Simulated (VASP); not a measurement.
CdS (Greenockite):

```
Cd S
1.0
     4.15000    0.00000    0.00000
    -2.07500    3.59401    0.00000
     0.00000    0.00000    6.73700
Cd S
2 2
Direct
  0.66667 0.33333 0.50000
  0.33333 0.66667 0.00000
  0.66667 0.33333 0.87500
  0.33333 0.66667 0.37500
```

Base run:

| Quantity | Value |
| --- | --- |
| Program | VASP 6.6.1 |
| Functional | LAK |
| Potentials or basis | VASP PAW PBE potentials, release 64 (Cd, S) |
| Cutoff | 520 eV |
| k mesh | 7 × 7 × 4 |
| Occupations | fermi-dirac, width 0.05 eV |
| Spin | no spin polarisation |

Its results: band gap on the k mesh 2.01 eV, direct.

The run is repeated on the same cell with these changes: functional from LAK to TB-mBJ. What comes out?

Band gap on the k mesh 2.71 eV, direct.
